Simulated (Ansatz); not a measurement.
**ZnS under compression and expansion**

```yaml
crystal:
  lattice:
    - [3.81100, 0.00000, 0.00000]
    - [-1.90550, 3.30042, 0.00000]
    - [0.00000, 0.00000, 6.23400]
  atoms:
    - { symbol: Zn, position: [0.33333, 0.66667, 0.00000] }
    - { symbol: Zn, position: [0.66667, 0.33333, 0.50000] }
    - { symbol: S, position: [0.33333, 0.66667, 0.38500] }
    - { symbol: S, position: [0.66667, 0.33333, 0.88500] }
```

The cell is COD entry 9008878, as deposited and not checked against the literature; nothing was relaxed. It differs from other determinations.

All numbers are computed: DFT, PBEsol, all-electron LAPW, scalar-relativistic (Ansatz 0.2.0); DFT, PBEsol, PAW with Ansatz's default frozen-core files, scalar-relativistic (Ansatz 0.2.0).

For LAPW: a Γ-centred 8×8×5 k mesh, Fermi–Dirac smearing of 0.03 eV, basis error target 1 meV/atom, no spin polarisation. PAW takes a cutoff of 420 eV at this cell (files made with PBE, cores remade for this functional). The Ansatz runs share mesh, smearing and spin set-up. Plane-wave (PAW) pressures include the program's estimate of the Pulay term.

The cell above is scaled evenly, with fractional coordinates and shape held.

```
V/V(cell)  V (Å³/atom)  P, LAPW (GPa)  P, PAW (GPa)  gap on the k mesh, LAPW (eV)
   0.9400       18.427           3.88          3.88                          2.40
   0.9600       18.819           1.97          1.96                          2.30
   0.9800       19.211           0.25          0.25                          2.21
   0.9900       19.407          -0.54         -0.54                          2.16
   1.0000       19.603          -1.28         -1.29                          2.11
   1.0100       19.799          -1.99         -1.99                          2.07
   1.0200       19.995          -2.65         -2.66                          2.02
   1.0400       20.387          -3.88         -3.89                          1.93
   1.0600       20.779          -4.98         -4.99                          1.85
```

(1) What do Birch–Murnaghan fits to the pressures give?

Results:

(1) LAPW: V0 = 19.27 Å³/atom, B0 = 78 GPa, B0′ = 4.5; PAW: V0 = 19.27 Å³/atom, B0 = 78 GPa, B0′ = 4.5.
